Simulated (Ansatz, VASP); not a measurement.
**Si in VASP and in Ansatz**

```xyz
2
Lattice="0.0000 2.6788 2.6788 2.6788 0.0000 2.6788 2.6788 2.6788 0.0000" Properties=species:S:1:pos:R:3 pbc="T T T"
Si    2.6788    2.6788    2.6788
Si    4.0182    4.0182    4.0182
```

Change from the starting cell: functional pbesol, volume scaled by 0.96.

Alike in both runs: task single point; functional PBEsol; k mesh 11 × 11 × 11; occupations fermi-dirac, width 0.08 eV; no spin polarisation.

```csv
,VASP,Ansatz
version,VASP 6.6.1,Ansatz 0.2.0
potentials or method,"VASP PAW PBE potentials, release 64 (Si), cutoff 520 eV","all-electron LAPW, scalar-relativistic"
```

|  | VASP | Ansatz | Ansatz less VASP |
| --- | --- | --- | --- |
| pressure (GPa) | 4.5 | 4.3 | -0.22 |

Ansatz ran all-electron here, so the differences hold the error of VASP's frozen core and of both bases.

Caveats: the PAW data sets were made with another functional, which shifts forces and pressure a little (VASP). A k mesh can miss the band edges.
